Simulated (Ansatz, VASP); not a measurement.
**GaAs: VASP beside Ansatz**

```
Ga As
1.0
     0.00000    2.80157    2.80157
     2.80157    0.00000    2.80157
     2.80157    2.80157    0.00000
Ga As
1 1
Direct
  0.00000 0.00000 0.00000
  0.75000 0.75000 0.75000
```

Alike in both runs: task relaxation of cell and atoms; functional LDA; k mesh 12 × 12 × 12; no spin polarisation.

```csv
,VASP,Ansatz
version,VASP 6.6.1,Ansatz 0.2.0
potentials or method,"VASP PAW LDA potentials, release 64 (Ga_d, As)","scalar-relativistic, plane waves, PAW"
plane-wave cutoff (eV),600,420
occupations,"gaussian, width 0.01 eV",fixed
valence electrons in the cell,18,28
```

```csv
,VASP,Ansatz,Ansatz less VASP
"gap on the k mesh at the Fermi level, each at its own relaxed structure (eV)",0.50,0.49,-0.013
relaxed volume (Å³/atom),22.08,21.99,-0.093
relaxed cell length with the largest relative difference (Å),3.968,3.962,-0.0056
```

The two sets of potentials don't hold the same shells in valence. Ansatz warned: «pseudo_functional_mismatch».

A k mesh can miss the band edges.
